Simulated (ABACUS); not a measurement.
Runs of ABACUS 3.10.1 on Ag. It takes space group Fm-3m (No. 225, cubic). The conventional cell has a = 4.085 Å, b = 4.085 Å, c = 4.085 Å, α = 90.00°, β = 90.00°, γ = 90.00°. Ag (site symmetry m-3m) has 12 Ag at 2.89 Å as nearest neighbours. 

```csv
task,level,potentials or basis,cell,k mesh,cutoff (eV),max steps of the relaxation,force threshold,optimiser,stress threshold,radial cutoff of the potentials (pseudo_rcut),gap on the mesh (eV),pressure (GPa)
relaxation of cell and atoms,PW91,"SSSP 1.3 efficiency PBE, plane waves",relaxed,9 × 9 × 9,748,60,0.02 eV/Å,cg,0.5 kbar,10 bohr,none,0.0
single point,AM05,"Ansatz NC PBE, plane waves",as given,9 × 9 × 9,966,-,-,-,-,10 bohr,none,-2.7
single point,rPW86PBE,"Ansatz NC PBE, plane waves",as given,9 × 9 × 9,966,-,-,-,-,10 bohr,none,11.4
single point,RPBE,"GBRV ultrasoft 1.5 PBE, plane waves",as given,9 × 9 × 9,544,-,-,-,-,10 bohr,none,(a)
```

Alike in all rows: no spin polarisation; smearing fermi-dirac 0.05 eV.

Task: Estimate the missing entries.

Result: (a) 6.9.

Caveats: the potentials were made for another functional, which shifts forces and pressure.

A k mesh can miss the band edges, and the runs leave out spin-orbit coupling on Ag.

A gap of «none» marks a metal or a gap under the smearing width.

Not every run made on this cell is shown here.
